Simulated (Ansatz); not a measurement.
CdSe: band structure with HF

Crystal: CdSe.

```
Cd Se
1.0
     0.00000    3.07027    3.07027
     3.07027    0.00000    3.07027
     3.07027    3.07027    0.00000
Cd Se
1 1
Direct
  0.00000 0.00000 0.00000
  0.25000 0.25000 0.25000
```

Measurements of this composition are mostly on another form, of space group No. 186.

- Program: Ansatz 0.2.0
- Task: band structure
- Functional: HF
- Potentials or basis: Ansatz PAW
- Cutoff: 420 eV (not typed: the program's choice for these potentials)
- k mesh: 4 × 4 × 4
- Occupations: fermi-dirac, width 0.05 eV
- Spin: no spin polarisation
- Path: [["G", "X", "W", "K", "G", "L", "U", "W", "L", "K"], ["U", "X"]]
- Points for each segment of the path: 4

| Property | Result |
| --- | --- |
| Pressure | 4.4 GPa |
| Band gap on the k mesh | 7.59 eV, direct |
| Band gap along the path | 7.59 eV, direct |

Levels at the corners of the path, in eV from the valence-band top:
```csv
point,band 15,band 16,band 17,band 18,band 19,band 20,band 21,band 22
Γ,-12.54,0.00,0.00,0.00,7.59,13.26,13.26,13.26
X,-11.89,-4.92,-2.25,-2.25,9.50,10.83,17.02,18.59
W,-11.79,-4.64,-2.82,-2.57,11.76,12.96,13.96,14.48
K,-11.83,-4.71,-3.11,-1.83,10.43,12.53,15.62,16.37
Γ,-12.54,0.00,0.00,0.00,7.59,13.26,13.26,13.26
L,-12.06,-5.32,-0.90,-0.90,9.53,13.62,13.62,14.59
U,-11.83,-4.71,-3.11,-1.83,10.43,12.53,15.62,16.37
W,-11.79,-4.64,-2.82,-2.57,11.76,12.96,13.96,14.48
L,-12.06,-5.32,-0.90,-0.90,9.53,13.62,13.62,14.59
K,-11.83,-4.71,-3.11,-1.83,10.43,12.53,15.62,16.37
U,-11.83,-4.71,-3.11,-1.83,10.43,12.53,15.62,16.37
X,-11.89,-4.92,-2.25,-2.25,9.50,10.83,17.02,18.59
```

Wall time 6.4 min on 2 threads of Intel(R) Xeon(R) Processor @ 2.50GHz (Skylake/Cascade Lake) (shared host), peak memory 0.88 GiB.

Caveat: the k mesh is coarse (spacing up to 0.44 Å⁻¹), so the values aren't converged, least of all with exact exchange; the pressure holds a Pulay correction of +0.6 GPa for the finite cutoff; the PAW data sets come from PBE, with cores solved anew for the run's functional, which leaves a small shift of forces and pressure; the thresholds are loose for stress.
